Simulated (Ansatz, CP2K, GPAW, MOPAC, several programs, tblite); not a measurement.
# Many methods on one cell: AgCl (zincblende)

AgCl built on the zincblende prototype, relaxed with r2SCAN in Ansatz, was computed with several methods. It is cubic, F-43m (No. 216); conventional cell a = 5.986 Å, 26.82 Å³ an atom. Ag has 4 Cl at 2.59 Å; Cl has 4 Ag at 2.59 Å. All values are calculated for a non-magnetic cell, which may be hypothetical.

```
CELL_PARAMETERS angstrom
0.00000 2.99325 2.99325
2.99325 0.00000 2.99325
2.99325 2.99325 0.00000
ATOMIC_POSITIONS crystal
Ag 0.00000 0.00000 0.00000
Cl 0.25000 0.25000 0.25000
```

Gaps and times are for a single point on this cell; volume and bulk modulus come from each method's own relaxation or energy curve at fixed shape. Times are rough, from shared hosts (Arm Neoverse V2), and each method has its own mesh and cell size. PM6 (MOPAC): levels, charges or heat of formation failed a check of plausibility, so no values are given. PM6 (MOPAC), PM7 (MOPAC), GFN1-xTB (tblite), GFN2-xTB (tblite) treat a cluster of cells at its zone centre, which samples few k points: where these miss a band edge, the gap comes out too large for that reason alone. Gaps from k meshes are read at a limited set of points (mesh, symmetry points, PBE's band edges), so each method's own least gap may be somewhat smaller. xTB and the PM methods were fitted mostly to molecules, and can miss a solid's gap by electronvolts. Minimal bases can be far off for gaps. GLLB-SC's gap includes the derivative discontinuity. d marks a direct gap, i an indirect one (no mark: not told apart), a dash a value that wasn't computed or didn't pass its checks.

| method | kind | gap (eV) | own volume (Å³/atom) | bulk modulus (GPa) | atoms computed | processor time |
| --- | --- | --- | --- | --- | --- | --- |
| light PBE (260 eV and a coarse mesh) | light plane-wave | 1.32 d | – | – | 2 | 0.75 s |
| GFN1-xTB (tblite) | tight binding | 2.63 | 27.70 | 42 | 64 | 2.2 s |
| PBE | semilocal | 1.25 d | 27.80 | 30 | 2 | 2.5 s |
| PBE/SZV (CP2K) | small basis | 1.18 d | – | – | 2 | 3.7 s |
| GFN2-xTB (tblite) | tight binding | 2.86 | 26.86 | 39 | 64 | 4 s |
| PBE/single zeta (GPAW) | small basis | 0.86 d | – | – | 2 | 6.1 s |
| r2SCAN | semilocal | 1.65 d | 26.82 | 35 | 2 | 6.8 s |
| GLLB-SC (GPAW) | model potential | 3.06 | – | – | 2 | 8.7 s |
| PM7 (MOPAC) | semi-empirical | 2.66 | – | – | 64 | 13 s |
| PBE/DZVP (CP2K) | small basis | 1.23 d | 28.40 | 30 | 2 | 13 s |
| PM6 (MOPAC) | semi-empirical | – | – | – | 64 | 20 s |

Against r2SCAN (1.65 eV) and with closed or daggered gaps left aside, the nearest gap at the points sampled is that of light PBE (260 eV and a coarse mesh) (-0.33 eV) and the farthest that of GLLB-SC (GPAW) (+1.41 eV). r2SCAN is only a yardstick of convenience: semilocal gaps usually lie below measured ones, which GLLB-SC and hybrids aim to mend.

Volumes against r2SCAN's: GFN1-xTB (tblite) +3.3 %, PBE +3.7 %, GFN2-xTB (tblite) +0.1 %, PBE/DZVP (CP2K) +5.9 %.

The runs are scalar-relativistic, without spin-orbit coupling.
